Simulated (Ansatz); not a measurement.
**Br: one contact scaled**

One table from this session's results is given with a row withheld; the runs are named, their logs left out.

Computed with Ansatz 0.2.0 (DFT PBE, with the methods named in each step, unless a step's input says otherwise).

1 further run of the same task is left out (it didn't finish). Runs told in other sessions of the task aren't counted.

## The structure to begin with

It takes space group Fd-3m (No. 227, cubic). The conventional cell has a = 6.463 Å, b = 6.463 Å, c = 6.463 Å, α = 90.00°, β = 90.00°, γ = 90.00°. Around Br (site symmetry -43m) lie 4 Br at 2.80 Å.

Structure file:

```cif
data_structure
_symmetry_space_group_name_H-M 'P 1'
_symmetry_Int_Tables_number 1
_cell_length_a 4.5702
_cell_length_b 4.5702
_cell_length_c 4.5702
_cell_angle_alpha 60.000
_cell_angle_beta 60.000
_cell_angle_gamma 60.000
_cell_volume 67.50
loop_
_atom_site_label
_atom_site_type_symbol
_atom_site_fract_x
_atom_site_fract_y
_atom_site_fract_z
_atom_site_occupancy
Br1 Br 0.87500 0.87500 0.87500 1
Br2 Br 0.12500 0.12500 0.12500 1
```

Atoms are numbered in the order of the input: Br1, Br2.

Set-up of the first run:

input.yaml reads:

```yaml
crystal:
  lattice:
    - [0.0, 3.2316520351, 3.2316520351]
    - [3.2316520351, 0.0, 3.2316520351]
    - [3.2316520351, 3.2316520351, 0.0]
  atoms:
    - { symbol: Br, position: [-0.125, -0.125, -0.125] }
    - { symbol: Br, position: [0.125, 0.125, 0.125] }
kpoints:
  mp_grid: { grid: [8, 8, 8] }
scf:
  occupations: { method: fermi_dirac, width: 0.05 }
hamiltonian:
  xc: pbe
  pseudopotentials: { kind: all_electron, lapw: { basis_error: 0.001 } }
output:
  forces: true
  stress: true
  eigenvalues: true
  populations: true
```

Started as:

```sh
$ ansatz run input.yaml --threads 1 --pin off --max-ram 2048MiB --backend cpu --events-out ev --progress --plain --runs-dir out
```

Steps of the session up to this table: The bond as given, LAPW; Shortest bond scaled by 1, crystal datasets; Shortest bond scaled by 1.1, LAPW; Shortest bond scaled by 1.1, norm-conserving; Shortest bond scaled by 0.82, LAPW; Shortest bond scaled by 0.82, crystal datasets; Shortest bond scaled by 0.76, LAPW; Shortest bond scaled by 0.76, norm-conserving; Shortest bond scaled by 0.7, LAPW; Shortest bond scaled by 0.7, crystal datasets.

One of the session's tables, all rows but one given; the rest of the session is left out.

| method | length (Å) | force along the bond (eV/Å) | pressure (GPa) | largest force (eV/Å) |
| --- | --- | --- | --- | --- |
| LAPW | 1.959 | 10.479 | 23.24 | 10.479 |
| LAPW | 2.127 | 3.072 | 13.92 | 3.072 |
| LAPW | 2.295 | -0.696 | 9.45 | 0.696 |
| LAPW | 2.799 | 0.000 | 6.66 | 0.000 |
| LAPW | 3.079 | 0.930 | 6.73 | 0.930 |
| PAW | 1.959 | 10.502 | 23.27 | 10.502 |
| PAW | 2.127 | 3.084 | 13.94 | 3.084 |
| PAW | 2.295 | -0.690 | 9.44 | 0.690 |
| PAW | 2.799 | 0.000 | 6.65 | 0.000 |
| PAW | 3.079 | 0.928 | 6.72 | 0.928 |
| crystal datasets | 1.959 | 10.480 | 23.23 | 10.480 |
| crystal datasets | 2.295 | ? | ? | ? |
| crystal datasets | 2.799 | 0.000 | 6.66 | 0.000 |
| norm-conserving | 2.127 | 3.063 | 13.88 | 3.063 |
| norm-conserving | 3.079 | 0.916 | 6.73 | 0.916 |

Q: Estimate the row for crystal datasets, 2.295 from the others.

As computed: force along the bond (eV/Å): -0.695; pressure (GPa): 9.44; largest force (eV/Å): 0.695. In the column «force along the bond (eV/Å)» it lies between LAPW, 2.295 (-0.696) and PAW, 2.295 (-0.690).

To keep in mind: Warnings in the runs' records: crystal datasets made.
